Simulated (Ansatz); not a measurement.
## Levels of theory on CdS (COD cell start)

The compound was started in one structure type and brought to zero pressure at each level (plane-wave PAW code Ansatz, Gaussian smearing of 0.05 eV, scalar-relativistic unless SOC, spin–orbit coupling, is named).

The start was a cell as deposited in COD.

The cell at PBE (neighbours within 15 % of each site's shortest distance, so a longer bond may be listed from one end only): The structure is cubic, space group F-43m (No. 216). The conventional cell has a = 5.927 Å, b = 5.927 Å, c = 5.927 Å, α = 90.00°, β = 90.00°, γ = 90.00°. Cd (site symmetry -43m) is surrounded by 4 S at 2.57 Å. Around S (site symmetry -43m) lie 4 Cd at 2.57 Å.

| level | cutoff (eV) | k-mesh | final group | a (Å) | V (Å³/atom) | gap (eV) | B0 (GPa) | E_f (eV/atom) |
| --- | --- | --- | --- | --- | --- | --- | --- | --- |
| PBE | 420 | 10×10×10 | F-43m | 5.927 | 26.02 | 1.04 | 53 | -0.66 |

Q: Predict the results of r²SCAN (500 eV, 8×8×8 mesh).

A: final group F-43m, a (Å) 5.878, V (Å³/atom) 25.38, gap (eV) 1.54, E_f (eV/atom) -0.81.

Volumes against PBE: r²SCAN −2.5 %. r²SCAN widens the gap by 0.50 eV over PBE, as meta-GGAs in the generalised Kohn–Sham scheme often do. The formation energy spans 0.15 eV/atom over the functionals (r²SCAN lowest, PBE highest); the spread holds the functional's effect on the elements as well as on the compound.

All functionals run on datasets generated with PBE. The gaps are differences of one-electron levels. E_f is the formation energy from the elements run alike, at 0 K, without zero-point energy or dispersion between the molecules, chains or layers of the solid elements; it is good to about 0.01 eV/atom as a calculation.

All runs used the PAW datasets of the set soft_2.
